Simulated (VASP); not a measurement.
# ZnS (F-43m) in VASP: band structure with HSE06

Aim: the band structure of ZnS with HSE06.

Everything below comes from runs of VASP 6.6.1. Logs are shortened: lines on timing, memory, paths and dates and some standing lists are left out, and cuts for length are marked.

**Measured values to compare with.**

“Electronic, vibrational, and thermodynamic properties of ZnS (zincblende and rocksalt structure)”, 2009, arxiv:0911.5022 quotes, for a bulk crystal of ZnS at 19 K: band gap 3.85 eV (direct).

The runs below are set against these values where they give the same quantity.

**1. The structure**

It takes space group F-43m (No. 216, cubic). Conventional cell: a = 5.447 Å, b = 5.447 Å, c = 5.447 Å, α = 90.00°, β = 90.00°, γ = 90.00°. Zn (site symmetry -43m) is surrounded by 4 S at 2.36 Å. Around S (site symmetry -43m) lie 4 Zn at 2.36 Å.

**2. Band structure, HSE06**

POSCAR

```
ZnS                                     
1.0
    0.0000000000      2.7236257894      2.7236257894
    2.7236257894      0.0000000000      2.7236257894
    2.7236257894      2.7236257894      0.0000000000
  Zn              S             
     1     1
Direct
     0.2500000000000000    0.2500000000000000    0.2500000000000000
     0.0000000000000000    0.0000000000000000    0.0000000000000000
```

INCAR.step1

```
SYSTEM = ZnS
ALGO = Normal ; EDIFF = 1E-5
ENCUT = 520 ; GGA = PE
ISIF = 2 ; ISMEAR = 0
KPAR = 4 ; LASPH = .TRUE.
LCHARG = .FALSE. ; LREAL = .FALSE.
LWAVE = .TRUE. ; NBANDS = 16
NELM = 60 ; PREC = Accurate
SIGMA = 0.02
```

INCAR.step2

```
SYSTEM = ZnS
ALGO = Normal ; EDIFF = 1E-7
ENCUT = 520 ; GGA = PE
HFSCREEN = 0.2 ; ISIF = 2
ISMEAR = 0 ; ISTART = 1
KPAR = 4 ; LASPH = .TRUE.
LCHARG = .FALSE. ; LHFCALC = .TRUE.
LREAL = .FALSE. ; LWAVE = .FALSE.
NBANDS = 16 ; NELM = 60
PREC = Accurate ; PRECFOCK = Fast
SIGMA = 0.02
```

KPOINTS

```
k-points
0
G
  8 8 8
  0 0 0
```

KPOINTS_OPT

```
path GXWKGLUWLK,UX
8
line-mode
reciprocal
 0.0000000000  0.0000000000  0.0000000000  G
 0.5000000000  0.0000000000  0.5000000000  X

 0.5000000000  0.0000000000  0.5000000000  X
 0.5000000000  0.2500000000  0.7500000000  W

 0.5000000000  0.2500000000  0.7500000000  W
 0.3750000000  0.3750000000  0.7500000000  K

 0.3750000000  0.3750000000  0.7500000000  K
 0.0000000000  0.0000000000  0.0000000000  G

 0.0000000000  0.0000000000  0.0000000000  G
 0.5000000000  0.5000000000  0.5000000000  L

 0.5000000000  0.5000000000  0.5000000000  L
 0.6250000000  0.2500000000  0.6250000000  U

 0.6250000000  0.2500000000  0.6250000000  U
 0.5000000000  0.2500000000  0.7500000000  W

 0.5000000000  0.2500000000  0.7500000000  W
 0.5000000000  0.5000000000  0.5000000000  L

 0.5000000000  0.5000000000  0.5000000000  L
 0.3750000000  0.3750000000  0.7500000000  K

 0.6250000000  0.2500000000  0.6250000000  U
 0.5000000000  0.0000000000  0.5000000000  X
```

Potentials or basis: VASP PAW PBE potentials, release 64 (Zn, S).

Started as:

```console
cat potpaw_PBE.64/Zn/POTCAR potpaw_PBE.64/S/POTCAR > POTCAR
cp INCAR.step1 INCAR
mpirun -np 4 vasp_std > vasp.out
cp INCAR.step2 INCAR
mpirun -np 4 vasp_std > vasp.out
```

OUTCAR:

```text
SYSTEM = ZnS
   EDIFF = 1E-7
   ENCUT = 520
   GGA = PE
   HFSCREEN = 0.2
   ISIF = 2
   ISMEAR = 0
   ISTART = 1
   LASPH = .TRUE.
   LHFCALC = .TRUE.
   LREAL = .FALSE.
   NELM = 60
   PREC = Accurate
   PRECFOCK = Fast

 ion  position               nearest neighbor table
   1  0.250  0.250  0.250-   2 2.36   2 2.36   2 2.36   2 2.36
   2  0.000  0.000  0.000-   1 2.36   1 2.36   1 2.36   1 2.36

  LATTYP: Found a face centered cubic cell.
 ALAT       =     5.4472515788

  Lattice vectors:

 A1 = (   0.0000000000,   2.7236257894,   2.7236257894)
 A2 = (   2.7236257894,   0.0000000000,   2.7236257894)
 A3 = (   2.7236257894,   2.7236257894,   0.0000000000)

Analysis of symmetry for initial positions (statically):
=====================================================================
 Subroutine PRICEL returns:
 Original cell was already a primitive cell.

 Routine SETGRP: Setting up the symmetry group for a
 face centered cubic supercell.

 Subroutine GETGRP returns: Found 24 space group operations
 (whereof 24 operations were pure point group operations)
 out of a pool of 48 trial point group operations.

The static configuration has the point symmetry T_d .

Analysis of symmetry for dynamics (positions and initial velocities):
=====================================================================
 Subroutine PRICEL returns:
 Original cell was already a primitive cell.

 Routine SETGRP: Setting up the symmetry group for a
 face centered cubic supercell.

 Subroutine GETGRP returns: Found 24 space group operations
 (whereof 24 operations were pure point group operations)
 out of a pool of 48 trial point group operations.

The dynamic configuration has the point symmetry T_d .

 Subroutine INISYM returns: Found 24 space group operations
 (whereof 24 operations are pure point group operations),
 and found     1 'primitive' translations

----------------------------------------------------------------------------------------

                                     Primitive cell

  volume of cell :      40.4085

  direct lattice vectors                    reciprocal lattice vectors
     0.000000000  2.723625789  2.723625789    -0.183578817  0.183578817  0.183578817
     2.723625789  0.000000000  2.723625789     0.183578817 -0.183578817  0.183578817
[... 92 lines left out ...]
   ISYM   =      3    0-nonsym 1-usesym 2-fastsym
   POTIM  = 0.5000    time-step for ionic-motion
   TEBEG  =    0.0;   TEEND  =   0.0 temperature during run
   PSTRESS=    0.0 pullay stress
   NELECT =      18.0000    total number of electrons
   NUPDOWN=      -1.0000    fix difference up-down
   EMIN   =  10.00;   EMAX   =-10.00  energy-range for DOS
   EFERMI =   0.00;   METHOD = LEGACY
   ISMEAR =     0;   SIGMA  =   0.02  broadening in eV -4-tet -1-fermi 0-gaus
   EFERMI_NEDOS =   21; number of points for ismear=-14 and -15
   IALGO  =     38    algorithm
   IMIX   =      1    mixing-type and parameters
     AMIX     =   0.40;   BMIX     =  1.00
     AMIX_MAG =   1.60;   BMIX_MAG =  1.00
  volume/ion in A,a.u.               =      20.20       136.34
  Fermi-wavevector in a.u.,A,eV,Ry     =   1.250283  2.362692 21.268721  1.563207
  Thomas-Fermi vector in A             =   2.384284
   LORBIT       =      0    0 simple, 1 ext, 2 COOP (PROOUT), +10 PAW based schemes
   GGA     = PE    functional components
   LHFCALC =     T    Hartree Fock is set to
   PRECFOCK=fast      Normal, Fast or Accurate (Low or Medium for compatibility)
   ENCUT4O =  -1.0   cutoff for four orbital integrals eV
   NKREDX  =     1    reduce k-point grid by
   NKREDY  =     1    reduce k-point grid by
   NKREDZ  =     1    reduce k-point grid by
   AEXX    =    0.2500 exact exchange contribution
   HFSCREEN=    0.2000 screening length (either q_TF or 0.3 A-1)
   HFSCREENC=   0.2000 screening length for correlation (either q_TF or 0.3 A-1)
   ENCUTFOCK=  -1.0 apply spherical cutoff to Coloumb kernel
   IVDW    =     0    specifies the selected vdW correction
   LEPSILON=     F    determine dielectric tensor
   LRPA    =     F    only Hartree local field effects (RPA)
 non-spin polarized calculation
 Gauss-broadening in eV      SIGMA  =   0.02
  energy-cutoff  :      520.00
  volume of cell :       40.41
 maximum number of plane-waves:      1106
 NGX is ok and might be reduce to    30
  NGX = 18; NGY = 18; NGZ = 18

 number of electron      18.0000007 magnetization

 Free energy of the ion-electron system (eV)
  ---------------------------------------------------
  ext. energy  EPLUGINS =         0.00000000
  ---------------------------------------------------
  free energy    TOTEN  =        -8.39458959 eV

  energy without entropy =       -8.39458959  energy(sigma->0) =       -8.39458959

 E-fermi :   1.2935     XC(G=0):  -7.8717

 val. band max:        1.1573018627   @ k =   0.0000   0.0000   0.0000
 cond. band min:       4.3857631949   @ k =   0.0000   0.0000   0.0000
 fundamental gap:      3.2284613322
 Fermi energy:         1.2935011750

 k-point     1 :       0.0000    0.0000    0.0000
  band No.  band energies     occupation
      1     -13.0011      2.00000
      2      -6.6175      2.00000
      3      -6.6175      2.00000
      4      -6.6175      2.00000
      5      -6.1990      2.00000
      6      -6.1990      2.00000
[... 433 lines left out ...]
      3      -6.4519      2.00000
      4      -6.2336      2.00000
      5      -6.1860      2.00000
      6      -5.8942      2.00000
[... 8 lines left out ...]
     15      16.0305      0.00000
     16      16.9716      0.00000

 [... further k-points ...]

------------------------ aborting loop because EDIFF is reached ----------------------------------------

  FORCE on cell =-STRESS in cart. coord.  units (eV):
  Direction    XX          YY          ZZ          XY          YZ          ZX
  --------------------------------------------------------------------------------------
  -------------------------------------------------------------------------------------
  Total       -0.2224898     -0.2224898     -0.2224898      0.0000000      0.0000000     -0.0000000
  in kB       -8.8216190     -8.8216190     -8.8216190      0.0000000      0.0000000     -0.0000000
  external PRESSURE =      -8.8216190 kB  Pullay stress =       0.0000000 kB

 VOLUME and BASIS-vectors are now :
 -----------------------------------------------------------------------------
  energy-cutoff  :      520.00
  volume of cell :       40.41
      direct lattice vectors                 reciprocal lattice vectors
     0.000000000  2.723625789  2.723625789    -0.183578817  0.183578817  0.183578817
     2.723625789  0.000000000  2.723625789     0.183578817 -0.183578817  0.183578817
     2.723625789  2.723625789  0.000000000     0.183578817  0.183578817 -0.183578817

 POSITION                                       TOTAL-FORCE (eV/Angst)
 -----------------------------------------------------------------------------------
      1.36181      1.36181      1.36181        -0.000000     -0.000000     -0.000000
      0.00000      0.00000      0.00000         0.000000      0.000000      0.000000
 -----------------------------------------------------------------------------------
    total drift:                               -0.000010     -0.000010     -0.000006

  FREE ENERGIE OF THE ION-ELECTRON SYSTEM (eV)
  ---------------------------------------------------
  free  energy   TOTEN  =        -8.3945895914 eV

  energy  without entropy=       -8.3945895914  energy(sigma->0) =       -8.39458959
```

OSZICAR.step1:

```text
N       E                     dE             d eps       ncg     rms          rms(c)
DAV:   1     0.823228620231E+02    0.82323E+02   -0.85153E+03   928   0.133E+03
DAV:   2    -0.204747533250E+01   -0.84370E+02   -0.78901E+02  1080   0.258E+02
DAV:   3    -0.722878272546E+01   -0.51813E+01   -0.51600E+01  1160   0.596E+01
DAV:   4    -0.727905338549E+01   -0.50271E-01   -0.50259E-01  1160   0.630E+00
DAV:   5    -0.727958592716E+01   -0.53254E-03   -0.53253E-03  1152   0.604E-01    0.656E+00
DAV:   6    -0.687213394112E+01    0.40745E+00   -0.73493E-01  1376   0.296E+01    0.515E+00
DAV:   7    -0.685269766701E+01    0.19436E-01   -0.24169E-01  1112   0.437E+00    0.265E+00
DAV:   8    -0.685197251693E+01    0.72515E-03   -0.49402E-03  1192   0.785E-01    0.691E-01
DAV:   9    -0.685224326911E+01   -0.27075E-03   -0.11849E-03  1128   0.277E-01    0.999E-02
DAV:  10    -0.685241688722E+01   -0.17362E-03   -0.22636E-04  1096   0.143E-01    0.568E-02
DAV:  11    -0.685240903920E+01    0.78480E-05   -0.36111E-05  1072   0.904E-02
   1 F= -.68524090E+01 E0= -.68524090E+01  d E =-.380751E-21
```

It took 42 min on 4 MPI ranks of Intel Xeon 6975P-C (Granite Rapids), shared host; peak memory 0.41 GiB.

Results:

```yaml
Free_energy: -8.3946 eV
Pressure: -0.9 GPa
Band_gap_on_the_k_mesh: 3.23 eV, direct
Band_gap_along_the_path: 3.23 eV, direct
```

Levels at the corners of the path, in eV from the valence-band top:
```csv
point,band 7,band 8,band 9,band 10,band 11,band 12
Γ,0.00,0.00,0.00,3.23,7.71,7.71
X,-4.88,-2.26,-2.26,4.45,5.27,12.38
X,-4.88,-2.26,-2.26,4.45,5.27,12.38
W,-4.71,-2.88,-2.75,6.80,7.44,9.19
W,-4.71,-2.88,-2.75,6.80,7.44,9.19
K,-4.77,-3.22,-1.84,5.26,7.24,10.69
K,-4.77,-3.22,-1.84,5.26,7.24,10.69
Γ,0.00,0.00,0.00,3.23,7.71,7.71
Γ,0.00,0.00,0.00,3.23,7.71,7.71
L,-5.44,-0.88,-0.88,4.51,8.21,8.21
L,-5.44,-0.88,-0.88,4.51,8.21,8.21
U,-4.77,-3.22,-1.84,5.26,7.24,10.69
U,-4.77,-3.22,-1.84,5.26,7.24,10.69
W,-4.71,-2.88,-2.75,6.80,7.44,9.19
W,-4.71,-2.88,-2.75,6.80,7.44,9.19
L,-5.44,-0.88,-0.88,4.51,8.21,8.21
L,-5.44,-0.88,-0.88,4.51,8.21,8.21
K,-4.77,-3.22,-1.84,5.26,7.24,10.69
U,-4.77,-3.22,-1.84,5.26,7.24,10.69
X,-4.88,-2.26,-2.26,4.45,5.27,12.38
```

Caveat: the PAW data sets were made with another functional, which shifts forces and pressure a little.

**3. Comparison with measurements**

Step 2. Measured gap of ZnS: 3.85 eV (direct; 19 K; quoted in “Electronic, vibrational, and thermodynamic properties of ZnS (zincblende and rocksalt structure)”, 2009, arxiv:0911.5022). This calculation gives 3.23 eV (-0.62 eV). The value is that of HSE06, without temperature or zero-point motion.
